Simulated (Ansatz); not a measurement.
# MnS (Fm-3m) in Ansatz: a series of runs

Runs on MnS. Level: PBE. Tasks: single point, band structure.

All numbers are computed with Ansatz 0.2.0; they aren't measurements. Logs are shortened: lines on timing, memory, paths and dates and some standing lists are left out, and cuts for length are marked.

### 1 The crystal as given

It takes space group Fm-3m (No. 225, cubic). Conventional cell: a = 5.209 Å, b = 5.209 Å, c = 5.209 Å, α = 90.00°, β = 90.00°, γ = 90.00°. Mn (site symmetry m-3m) has 6 S at 2.60 Å as nearest neighbours. S (site symmetry m-3m) is surrounded by 6 Mn at 2.60 Å.

### 2 Single point, PBE, collinear spin, ferromagnetic start, 16.61 Å³/atom (volume scaled by 0.94)

Contents of input.yaml:

```yaml
crystal:
  lattice:
    - [0.0, 2.5513320201, 2.5513320201]
    - [2.5513320201, 0.0, 2.5513320201]
    - [2.5513320201, 2.5513320201, 0.0]
  atoms:
    - { symbol: Mn, position: [0.0, 0.0, 0.0], spin: 4.0 }
    - { symbol: S, position: [0.5, 0.5, 0.5] }
kpoints:
  mp_grid: { grid: [9, 9, 9] }
scf:
  occupations: { method: fermi_dirac, width: 0.05 }
hamiltonian:
  xc: pbe
  pseudopotentials: { kind: all_electron, lapw: { basis_error: 0.0005 } }
magnetization:
  spin_polarized: true
output:
  forces: true
  stress: true
  eigenvalues: true
```

Potentials or basis: all-electron LAPW, scalar-relativistic.

Run with:

```sh
> ansatz run input.yaml --threads 2 --pin off --max-ram 6144MiB --backend cpu --events-out ev --progress --plain --runs-dir out
```

Log:

```text
Warning: RAYON_NUM_THREADS=2 ignored (pool sized by the plan → 2); use --threads N
LAPW: plane waves up to 8.021 Å⁻¹, error target 5.0e-4 eV per atom; small_component_spin mean_spin; S in spheres of 1.145 Å, 14 of its electrons in bands, Dirac shells []; Mn in spheres of 1.407 Å, 15 of its electrons in bands, Dirac shells [] (how accurate: hamiltonian.pseudopotentials.lapw.basis_error, Limitations)
Engine: ansatz 0.2.0, x86_64-unknown-linux-gnu
Pseudopotentials: kind: all_electron
Pseudopotential: Mn, LAPW, valence charge 15, lapw/all_electron/scalar/gaussian/Mn, Koelling and Harmon's equation, gaussian nucleus
Pseudopotential: S, LAPW, valence charge 14, lapw/all_electron/scalar/gaussian/S, Koelling and Harmon's equation, gaussian nucleus
Functional definition: PBE
  parameter kappa = 0.804
  parameter beta = 0.06672455060314922
  exchange = pbe_x(kappa = kappa, mu = beta*pi^2/3)
  correlation = pbe_c(beta = beta)
Crystal: 2 atoms, lattice volume = 33.215 Å³
Basis set: ecut = 245.1356844358523 eV, 283 PW (Γ), exchange–correlation at level 2
Bands: 21, of which v1, the nominal top of the filled ones, is band 15 counted from 1 (14 counted from 0)
Symmetry: 48 space group operations
Space group: Fm-3m (ITA 225), of the structure as read, at distance tolerance 3.2e-5 Å
Magnetic group: BNS 225.116 (UNI 1618), of the structure as read, at distance tolerance 3.2e-5 Å
k-points: 35 of 729
Non-local potential: Mn, projectors of the file, none
Non-local potential: S, projectors of the file, none
Initial density: superposition of atomic densities (chi_scale 0.1, normalization cell, long waves kept (reshape's long-wave potential 0.00 eV rms))
Starting moments: Σ|m| = 4 μB on 1 of 2 sites
Initial wavefunctions: plane waves of lowest kinetic energy (no species holds an atomic orbital)
Functional: x = pbe(κ = 0.804, μ = 0.2195149727645171), c = pbe(β = 0.06672455060314922)
iter 1 solved again at ethr=1.08e-3 eV; its pass at ethr=1.00e-1 eV (dr2=3.12e-1 eV) is discarded
SCF iter   1: F=—  HF=-42391.863019 eV  |F-HF|=—  |Δ(HF+E_count)|=         —  Δρ=1.99e-2 (↑1.76e-2 ↓1.99e-2)  dr2=3.13e-1  dr2_m=6.19e-2  M=4.637 μB ∫|m|=4.638 μB  β_m=0.30  ethr=1.08e-3  ⟨swp⟩=2.1  Hψ=9796  notcnv=0
Mixer restart at iter 1: flushing history
preconditioner: auto → Kerker (q_TF=auto, 2.667 Å⁻¹)  [metal: Δε(μ)=0.052 eV  Ē_g=9.904 eV  σ=0.050 eV  W_gap=0.25  n_scr=14 (ndim 8)  ℏωp=23.2 eV  f_vac=0.000  D(μ)=0.96/eV (n_scr^D=8)]
spin=Collinear: Kerker preconditioning applied to the charge; magnetization (m = ρ↑ − ρ↓) channel mixes plain (no charge-response kernel on spin).
SCF iter   2: F=—  HF=-42391.786594 eV  |F-HF|=—  |Δ(HF+E_count)|=   7.64e-2  Δρ=1.49e-2 (↑1.27e-2 ↓1.49e-2)  dr2=2.16e-1  dr2_m=2.79e-2  M=4.619 μB ∫|m|=4.619 μB  β_m=0.56  ethr=1.08e-3  ⟨swp⟩=2.0  Hψ=4448  notcnv=0
iter 3 solved again at ethr=3.73e-5 eV; its pass at ethr=7.46e-4 eV (dr2=1.08e-2 eV) is discarded
SCF iter   3: F=—  HF=-42391.760519 eV  |F-HF|=—  |Δ(HF+E_count)|=   2.61e-2  Δρ=3.16e-3 (↑3.16e-3 ↓2.62e-3)  dr2=1.08e-2  dr2_m=1.41e-4  M=4.561 μB ∫|m|=4.561 μB  β_m=0.46  ethr=3.73e-5  ⟨swp⟩=2.0  Hψ=7356  notcnv=0
SCF iter   4: F=—  HF=-42391.755145 eV  |F-HF|=—  |Δ(HF+E_count)|=         —  Δρ=2.84e-3 (↑2.84e-3 ↓2.48e-3)  dr2=1.41e-2  dr2_m=3.79e-5  M=4.563 μB ∫|m|=4.564 μB  β_m=0.73  ethr=3.73e-5  ⟨swp⟩=2.1  Hψ=4336  notcnv=0
the basis was enlarged: its passes take 3.6 MiB over the memory plan, 2 of 2 planned eigensolver slots
SCF iter   5: F=—  HF=-42391.761576 eV  |F-HF|=—  |Δ(HF+E_count)|=   6.43e-3  Δρ=8.75e-4 (↑8.75e-4 ↓7.86e-4)  dr2=1.45e-3  dr2_m=1.33e-5  M=4.550 μB ∫|m|=4.550 μB  β_m=0.84  ethr=3.73e-5  ⟨swp⟩=2.0  Hψ=4266  notcnv=0
SCF iter   6: F=—  HF=-42391.761622 eV  |F-HF|=—  |Δ(HF+E_count)|=   4.59e-5  Δρ=1.80e-4 (↑1.24e-4 ↓1.80e-4)  dr2=4.28e-5  dr2_m=5.82e-7  M=4.545 μB ∫|m|=4.545 μB  β_m=0.91  ethr=4.99e-6  ⟨swp⟩=2.1  Hψ=4058  notcnv=0
SCF iter   7: F=—  HF=-42391.761637 eV  |F-HF|=—  |Δ(HF+E_count)|=   1.55e-5  Δρ=4.56e-5 (↑4.08e-5 ↓4.56e-5)  dr2=2.28e-6  dr2_m=7.58e-8  M=4.544 μB ∫|m|=4.544 μB  β_m=0.96  ethr=1.47e-7  ⟨swp⟩=2.6  Hψ=4136  notcnv=0
SCF iter   8: F=—  HF=-42391.761640 eV  |F-HF|=—  |Δ(HF+E_count)|=   2.84e-6  Δρ=1.48e-5 (↑1.48e-5 ↓1.13e-5)  dr2=2.72e-7  dr2_m=6.33e-9  M=4.544 μB ∫|m|=4.544 μB  β_m=0.90  ethr=7.88e-9  ⟨swp⟩=3.0  Hψ=4232  notcnv=0
SCF iter   9: F=-42391.761640 eV  HF=-42391.761640 eV  |F-HF|=2.72e-8  |Δ(HF+E_count)|=   2.30e-8  Δρ=6.54e-6 (↑4.95e-6 ↓6.54e-6)  dr2=7.40e-8  dr2_m=7.59e-10  M=4.544 μB ∫|m|=4.544 μB  ethr=9.36e-10  ⟨swp⟩=2.8  Hψ=4159  notcnv=0
SCF 1 converged in 9 iterations: F = -42391.761640 eV  dr2 = 7.40e-8
SCF converged after 9 iterations
Magnetization: 4.5437 μB (16.7719 up, 12.2281 down)
Absolute magnetization: 4.5441 μB (∫|ρ↑−ρ↓|)
Spin contamination: 0.0378 ħ² per cell (⟨S²⟩ above its minimum at these occupations)
Per-site moments (μB) at R_I (Å): [(4.285683214380169, 1.4065624446299192), (0.1308411474815303, 1.1447695374522708)]
Free energy (F): -42391.761640 eV
Harris-Foulkes:  -42391.761640 eV  (|F-HF|=2.72e-8)
Internal energy: -42391.752443 eV  (E = F + TS)
E sigma→0 (E₀):  -42391.757041 eV
Entropy (-TS):   -0.009197 eV (-4.598 meV/atom)
Fermi energy:    11.922834 eV
--- Per-component energies (eV) ---
  E_band       = -1489.071515
  E_kinetic    = 42839.503678
  E_xc         = -2124.217629
  E_electrostatic = -83107.038492  (all electrons and nuclei)
  E_smearing   = -0.009197  (= −TS)
  E_closure    = 0.000000  (closes the sum)
  E_atoms      = -42377.318761  (free atoms, spherical and without spin; not in F)
  Σ components = -42391.761640   (vs F -42391.761640, Δ=0.00e0)
  Basis errors (estimates in eV, not in F): energy 2.2e-4 per atom: plane waves 2.0e-4 (1.1e-4 summed), levels above the bands 3.2e-77, relativity 4.7e-8, radial functions 2.6e-5, core shells 3.5e-10; eigenvalues (radial functions only) 9.3e-7; not estimated: angular momenta, meshes, grids; target (lapw.basis_error) 5.0e-4; muffin-tin radii S 1.145 Å, Mn 1.407 Å
--- Forces (eV/Å), atoms counted from 1 ---
  atom   1  Mn     0.00000000    -0.00000000     0.00000000
  atom   2  S      0.00000000    -0.00000000     0.00000000
  max |Σ_I F_I| component: 1.87e-30 eV/Å
--- Stress (GPa, compression-positive) ---
        0.360002      -0.000000      -0.000000
       -0.000000       0.360002      -0.000000
       -0.000000      -0.000000       0.360002
  P = ⅓ Tr σ = 0.3600 GPa (3.600 kbar)
--- Band table (eV; the first three rows and the last of 70) ---
  k-point 0 ↑: bands = ["-194.2627", "-139.0400", "-139.0400", "-139.0400", "-69.9271", "-38.6779", "-38.6779", "-38.6779", "-3.1465", "8.5042", "8.5042", "8.5042", "8.6118", "8.6118", "9.9196", "9.9196", "9.9196", "14.0596", "20.5127", "20.5127", "20.5127"]
  k-point 1 ↑: bands = ["-194.2627", "-139.0400", "-139.0400", "-139.0400", "-69.9271", "-38.6792", "-38.6781", "-38.6781", "-3.0099", "8.1150", "8.1748", "8.1748", "8.5852", "8.5852", "9.5011", "10.4108", "10.4108", "14.8238", "19.5682", "20.4456", "20.4456"]
  k-point 2 ↑: bands = ["-194.2627", "-139.0400", "-139.0400", "-139.0400", "-69.9268", "-38.6825", "-38.6786", "-38.6786", "-2.6291", "6.8333", "7.5572", "7.5572", "8.7508", "8.7508", "9.3099", "11.2274", "11.2274", "15.7248", "18.9629", "19.4865", "19.4865"]
  k-point 34 ↓: bands = ["-194.2310", "-139.0016", "-139.0016", "-139.0016", "-65.4467", "-34.2927", "-34.2909", "-34.2875", "-1.1814", "6.4519", "7.0153", "7.6356", "12.6185", "12.9283", "13.1226", "13.4002", "13.5372", "17.6514", "19.2708", "19.5407", "20.8903"]
```

It took 6.1 s on 2 threads of Intel Xeon Platinum 8488C (Sapphire Rapids), shared host; peak memory 0.47 GiB.

What came out:

* Free energy: -42391.7616 eV
* Pressure: 0.4 GPa
* Band gap on the k mesh: none (metal or under the smearing width)
* Net moment: 4.54 μB per cell
* Absolute moment: 4.54 μB per cell
* Site moments: Mn +4.29; S +0.13 μB

Caveat: a cell with one magnetic atom can't hold antiferromagnetic order, which such compounds often take; semilocal functionals often make such compounds metallic where correlation or magnetic order opens a gap, which also shifts bond lengths.

### 3 Single point, PBE, collinear spin, ferromagnetic start, 16.96 Å³/atom (volume scaled by 0.96)

input.yaml: that of step 2 with these lines changed.

```diff
@@ -2,5 +2,5 @@
   lattice:
-    - [0.0, 2.5513320201, 2.5513320201]
-    - [2.5513320201, 0.0, 2.5513320201]
-    - [2.5513320201, 2.5513320201, 0.0]
+    - [0.0, 2.569299739, 2.569299739]
+    - [2.569299739, 0.0, 2.569299739]
+    - [2.569299739, 2.569299739, 0.0]
   atoms:
```

Potentials or basis: all-electron LAPW, scalar-relativistic.

Run with:

```sh
> ansatz run input.yaml --threads 2 --pin off --max-ram 6144MiB --backend cpu --events-out ev --progress --plain --runs-dir out
```

Wall time 6 s (2 threads of Intel Xeon Platinum 8488C (Sapphire Rapids), shared host); peak memory 0.47 GiB.

The run converged. Its results:

```yaml
Free_energy: -42391.7609 eV
Pressure: -0.7 GPa
Band_gap_on_the_k_mesh: none (metal or under the smearing width)
Net_moment: 4.61 μB per cell
Absolute_moment: 4.61 μB per cell
Site_moments: Mn +4.35; S +0.14 μB
```

Caveat: a cell with one magnetic atom can't hold antiferromagnetic order, which such compounds often take; semilocal functionals often make such compounds metallic where correlation or magnetic order opens a gap, which also shifts bond lengths.

### 4 Single point, PBE, collinear spin, ferromagnetic start, 17.31 Å³/atom (volume scaled by 0.98)

input.yaml: that of step 3 with these lines changed.

```diff
@@ -2,5 +2,5 @@
   lattice:
-    - [0.0, 2.569299739, 2.569299739]
-    - [2.569299739, 0.0, 2.569299739]
-    - [2.569299739, 2.569299739, 0.0]
+    - [0.0, 2.5870196075, 2.5870196075]
+    - [2.5870196075, 0.0, 2.5870196075]
+    - [2.5870196075, 2.5870196075, 0.0]
   atoms:
```

Run with:

```sh
> ansatz run input.yaml --threads 2 --pin off --max-ram 6144MiB --backend cpu --events-out ev --progress --plain --runs-dir out
```

It took 6.7 s on 2 threads of Intel Xeon Platinum 8488C (Sapphire Rapids), shared host; peak memory 0.46 GiB.

It converged, with:

- Free energy: -42391.7555 eV
- Pressure: -1.8 GPa
- Band gap on the k mesh: none (metal or under the smearing width)
- Net moment: 4.67 μB per cell
- Absolute moment: 4.67 μB per cell
- Site moments: Mn +4.39; S +0.14 μB

Caveat: a cell with one magnetic atom can't hold antiferromagnetic order, which such compounds often take; semilocal functionals often make such compounds metallic where correlation or magnetic order opens a gap, which also shifts bond lengths.

### 5 Single point, PBE, collinear spin, ferromagnetic start, 17.67 Å³/atom

input.yaml: that of step 4 with these lines changed.

```diff
@@ -2,5 +2,5 @@
   lattice:
-    - [0.0, 2.5870196075, 2.5870196075]
-    - [2.5870196075, 0.0, 2.5870196075]
-    - [2.5870196075, 2.5870196075, 0.0]
+    - [0.0, 2.6045, 2.6045]
+    - [2.6045, 0.0, 2.6045]
+    - [2.6045, 2.6045, 0.0]
   atoms:
```

Run with:

```sh
> ansatz run input.yaml --threads 2 --pin off --max-ram 6144MiB --backend cpu --events-out ev --progress --plain --runs-dir out
```

It took 6.7 s on 2 threads of Intel Xeon Platinum 8488C (Sapphire Rapids), shared host; peak memory 0.47 GiB.

The run converged. Its results:

```yaml
Free_energy: -42391.7451 eV
Pressure: -2.9 GPa
Band_gap_on_the_k_mesh: none (metal or under the smearing width)
Net_moment: 4.71 μB per cell
Absolute_moment: 4.71 μB per cell
Site_moments: Mn +4.43; S +0.15 μB
```

Caveat: a cell with one magnetic atom can't hold antiferromagnetic order, which such compounds often take; semilocal functionals often make such compounds metallic where correlation or magnetic order opens a gap, which also shifts bond lengths.

### 6 Single point, PBE, collinear spin, ferromagnetic start, 18.02 Å³/atom (volume scaled by 1.02)

input.yaml: that of step 5 with these lines changed.

```diff
@@ -2,5 +2,5 @@
   lattice:
-    - [0.0, 2.6045, 2.6045]
-    - [2.6045, 0.0, 2.6045]
-    - [2.6045, 2.6045, 0.0]
+    - [0.0, 2.621748847, 2.621748847]
+    - [2.621748847, 0.0, 2.621748847]
+    - [2.621748847, 2.621748847, 0.0]
   atoms:
```

Potentials or basis: all-electron LAPW, scalar-relativistic.

Run with:

```sh
> ansatz run input.yaml --threads 2 --pin off --max-ram 6144MiB --backend cpu --events-out ev --progress --plain --runs-dir out
```

Run time: 6.7 s. Hardware: 2 threads of Intel Xeon Platinum 8488C (Sapphire Rapids), shared host; peak memory 0.47 GiB.

Results (log left out):

| Item | Value |
| --- | --- |
| Free energy | -42391.7303 eV |
| Pressure | -3.8 GPa |
| Band gap on the k mesh | none (metal or under the smearing width) |
| Net moment | 4.76 μB per cell |
| Absolute moment | 4.76 μB per cell |
| Site moments | Mn +4.47; S +0.15 μB |

Caveat: a cell with one magnetic atom can't hold antiferromagnetic order, which such compounds often take; semilocal functionals often make such compounds metallic where correlation or magnetic order opens a gap, which also shifts bond lengths.

### 7 Single point, PBE, collinear spin, ferromagnetic start, 18.37 Å³/atom (volume scaled by 1.04)

input.yaml: that of step 6 with these lines changed.

```diff
@@ -2,5 +2,5 @@
   lattice:
-    - [0.0, 2.621748847, 2.621748847]
-    - [2.621748847, 0.0, 2.621748847]
-    - [2.621748847, 2.621748847, 0.0]
+    - [0.0, 2.6387736672, 2.6387736672]
+    - [2.6387736672, 0.0, 2.6387736672]
+    - [2.6387736672, 2.6387736672, 0.0]
   atoms:
```

Run with:

```sh
> ansatz run input.yaml --threads 2 --pin off --max-ram 6144MiB --backend cpu --events-out ev --progress --plain --runs-dir out
```

Wall time 7.1 s (2 threads of Intel Xeon Platinum 8488C (Sapphire Rapids), shared host); peak memory 0.48 GiB.

Results (log left out):

| Item | Value |
| --- | --- |
| Free energy | -42391.7114 eV |
| Pressure | -4.7 GPa |
| Band gap on the k mesh | none (metal or under the smearing width) |
| Net moment | 4.80 μB per cell |
| Absolute moment | 4.80 μB per cell |
| Site moments | Mn +4.51; S +0.15 μB |

Caveat: a cell with one magnetic atom can't hold antiferromagnetic order, which such compounds often take; semilocal functionals often make such compounds metallic where correlation or magnetic order opens a gap, which also shifts bond lengths.

### 8 Single point, PBE, collinear spin, ferromagnetic start, 18.73 Å³/atom (volume scaled by 1.06)

input.yaml: that of step 7 with these lines changed.

```diff
@@ -2,5 +2,5 @@
   lattice:
-    - [0.0, 2.6387736672, 2.6387736672]
-    - [2.6387736672, 0.0, 2.6387736672]
-    - [2.6387736672, 2.6387736672, 0.0]
+    - [0.0, 2.655581596, 2.655581596]
+    - [2.655581596, 0.0, 2.655581596]
+    - [2.655581596, 2.655581596, 0.0]
   atoms:
```

Run with:

```sh
> ansatz run input.yaml --threads 2 --pin off --max-ram 6144MiB --backend cpu --events-out ev --progress --plain --runs-dir out
```

It took 6.8 s on 2 threads of Intel Xeon Platinum 8488C (Sapphire Rapids), shared host; peak memory 0.47 GiB.

Results (log left out):

| Quantity | Value |
| --- | --- |
| Free energy | -42391.6886 eV |
| Pressure | -5.6 GPa |
| Band gap on the k mesh | none (metal or under the smearing width) |
| Net moment | 4.83 μB per cell |
| Absolute moment | 4.83 μB per cell |
| Site moments | Mn +4.54; S +0.16 μB |

Caveat: a cell with one magnetic atom can't hold antiferromagnetic order, which such compounds often take; semilocal functionals often make such compounds metallic where correlation or magnetic order opens a gap, which also shifts bond lengths.

### 9 Band structure, PBE, collinear spin, ferromagnetic start

Contents of input.yaml:

```yaml
crystal:
  lattice:
    - [0.0, 2.6045, 2.6045]
    - [2.6045, 0.0, 2.6045]
    - [2.6045, 2.6045, 0.0]
  atoms:
    - { symbol: Mn, position: [0.0, 0.0, 0.0], spin: 4.0 }
    - { symbol: S, position: [0.5, 0.5, 0.5] }
kpoints:
  mp_grid: { grid: [9, 9, 9] }
  band_path:
    path:
      - [0.0, 0.0, 0.0]
      - [0.5, 0.0, 0.5]
      - [0.5, 0.25, 0.75]
      - [0.375, 0.375, 0.75]
      - [0.0, 0.0, 0.0]
      - [0.5, 0.5, 0.5]
      - [0.625, 0.25, 0.625]
      - [0.5, 0.25, 0.75]
    npoints: 12
scf:
  occupations: { method: fermi_dirac, width: 0.05 }
hamiltonian:
  xc: pbe
  pseudopotentials: { kind: all_electron, lapw: { basis_error: 0.001 } }
magnetization:
  spin_polarized: true
output:
  forces: true
  stress: true
  eigenvalues: true
```

Potentials or basis: all-electron LAPW, scalar-relativistic.

Run with:

```sh
> ansatz run input.yaml --threads 2 --pin off --max-ram 6144MiB --backend cpu --events-out ev --progress --plain --runs-dir out
```

It took 11 s on 2 threads of AMD EPYC 7R43 (Zen 3), shared host; peak memory 0.43 GiB.

The run converged. Its results:

```yaml
Free_energy: -42391.7449 eV
Pressure: -2.9 GPa
Band_gap_along_the_path: none (metal or under the smearing width)
Net_moment: 4.71 μB per cell
Absolute_moment: 4.71 μB per cell
Site_moments: Mn +4.43; S +0.15 μB
```

Levels at the corners of the path, in eV from the Fermi level:
Spin up:
```
point  band 13  band 14  band 15  band 16  band 17  band 18  band 19  band 20  band 21
    Γ    -3.27    -3.27    -1.88    -1.88    -1.88     1.69     8.50     8.50     8.50
    X    -3.49    -3.02    -2.72    -2.72    -2.23     0.82     5.43    10.12    11.90
    W    -2.72    -2.66    -2.66    -2.42    -2.04     4.09     6.61     7.10     7.10
    K    -3.09    -2.79    -2.53    -2.21    -1.40     2.49     6.17     8.39     8.83
    Γ    -3.27    -3.27    -1.88    -1.88    -1.88     1.69     8.50     8.50     8.50
    L    -2.85    -2.85    -2.47     0.40     0.40     2.80     5.33     5.33     8.47
    U    -3.09    -2.79    -2.53    -2.21    -1.40     2.49     6.17     8.39     8.83
    W    -2.72    -2.66    -2.66    -2.42    -2.04     4.09     6.61     7.10     7.10
```
Spin down:
```tsv
point	band 8	band 9	band 10	band 11	band 12	band 13	band 14	band 15	band 16	band 17
Γ	-46.11	-14.30	-1.67	-1.67	-1.67	0.32	0.32	0.32	0.37	0.37
X	-46.12	-12.87	-5.57	-3.19	-3.19	-0.79	0.80	1.54	1.54	1.63
W	-46.12	-12.78	-4.75	-4.75	-4.16	1.02	1.02	1.22	1.50	1.54
K	-46.11	-12.82	-5.16	-4.78	-3.36	0.29	1.41	1.50	1.55	1.67
Γ	-46.11	-14.30	-1.67	-1.67	-1.67	0.32	0.32	0.32	0.37	0.37
L	-46.11	-13.03	-6.38	-3.36	-3.36	1.30	1.30	1.48	3.20	3.20
U	-46.11	-12.82	-5.16	-4.78	-3.36	0.29	1.41	1.50	1.55	1.67
W	-46.12	-12.78	-4.75	-4.75	-4.16	1.02	1.02	1.22	1.50	1.54
```

Caveat: a cell with one magnetic atom can't hold antiferromagnetic order, which such compounds often take; semilocal functionals often make such compounds metallic where correlation or magnetic order opens a gap, which also shifts bond lengths.
